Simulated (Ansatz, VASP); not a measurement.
Two plane-wave programs on Sn

```
Sn
1.0
    -1.72837    1.72837    1.72837
     1.72837   -1.72837    1.72837
     1.72837    1.72837   -1.72837
Sn
1
Direct
  0.00000 0.00000 0.00000
```

Alike in both runs: functional PBEsol; k mesh 15 × 15 × 15; occupations fermi-dirac, width 0.05 eV; no spin polarisation.

Ansatz relaxed the structure, and its values are those at the end. VASP's run is a single point on that final structure, the one shown.

|  | VASP | Ansatz |
| --- | --- | --- |
| version | VASP 6.6.1 | Ansatz 0.2.0 |
| potentials or method | VASP PAW PBE potentials, release 64 (Sn_d) | PAW with Ansatz's default frozen-core files, scalar-relativistic |
| plane-wave cutoff (eV) | 520 | 420 |
| valence electrons in the cell | 14 | 14 |

|  | VASP | Ansatz | Ansatz less VASP |
| --- | --- | --- | --- |
| pressure (GPa) | 23.0 | 23.0 | +0.03 |

Caveats: so large a pressure means that the cell lies far from this level's equilibrium, or that cutoff or potentials fall short (VASP); the potentials were made for another functional, which shifts forces and pressure (VASP).
